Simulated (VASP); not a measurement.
## Cu: band structure with r2SCAN

The system is Cu.

```
Cu
1.0
     0.00000    1.78486    1.78486
     1.78486    0.00000    1.78486
     1.78486    1.78486    0.00000
Cu
1
Cartesian
  0.0000 0.0000 0.0000
```

```json
{
  "Program": "VASP 6.6.1",
  "Task": "band structure",
  "Functional": "r2SCAN",
  "Potentials or basis": "VASP PAW PBE potentials, release 64 (Cu)",
  "Cutoff": "520 eV",
  "k mesh": "18 × 18 × 18",
  "Occupations": "methfessel-paxton, width 0.1 eV",
  "Spin": "no spin polarisation",
  "Further INCAR settings": "ALGO = Normal; EDIFF = 1e-06"
}
```

The pressure is 1.7 GPa and the band gap along the path is none (metal or under the smearing width).

Levels at the corners of the path, in eV from the Fermi level:
```tsv
point	band 3	band 4	band 5	band 6	band 7	band 8
Γ	-3.21	-3.21	-2.35	-2.35	23.74	27.07
X	-1.76	-1.56	-1.56	1.60	7.75	14.11
X	-1.76	-1.56	-1.56	1.60	7.75	14.11
W	-3.78	-2.39	-1.56	6.66	6.66	8.81
W	-3.78	-2.39	-1.56	6.66	6.66	8.81
K	-2.95	-2.21	-1.77	4.65	6.17	8.58
K	-2.95	-2.21	-1.77	4.65	6.17	8.58
Γ	-3.21	-3.21	-2.35	-2.35	23.74	27.07
Γ	-3.21	-3.21	-2.35	-2.35	23.74	27.07
L	-3.26	-1.72	-1.72	-1.12	4.21	22.22
L	-3.26	-1.72	-1.72	-1.12	4.21	22.22
U	-2.95	-2.21	-1.77	4.65	6.17	8.58
U	-2.95	-2.21	-1.77	4.65	6.17	8.58
W	-3.78	-2.39	-1.56	6.66	6.66	8.81
W	-3.78	-2.39	-1.56	6.66	6.66	8.81
L	-3.26	-1.72	-1.72	-1.12	4.21	22.22
L	-3.26	-1.72	-1.72	-1.12	4.21	22.22
K	-2.95	-2.21	-1.77	4.65	6.17	8.58
U	-2.95	-2.21	-1.77	4.65	6.17	8.58
X	-1.76	-1.56	-1.56	1.60	7.75	14.11
```

Wall time 96 s on 1 thread of AMD EPYC 9R45 (Zen 5), with other jobs on the host, peak memory 0.12 GiB.

Caveat: the PAW data sets were made with another functional, which shifts forces and pressure a little.
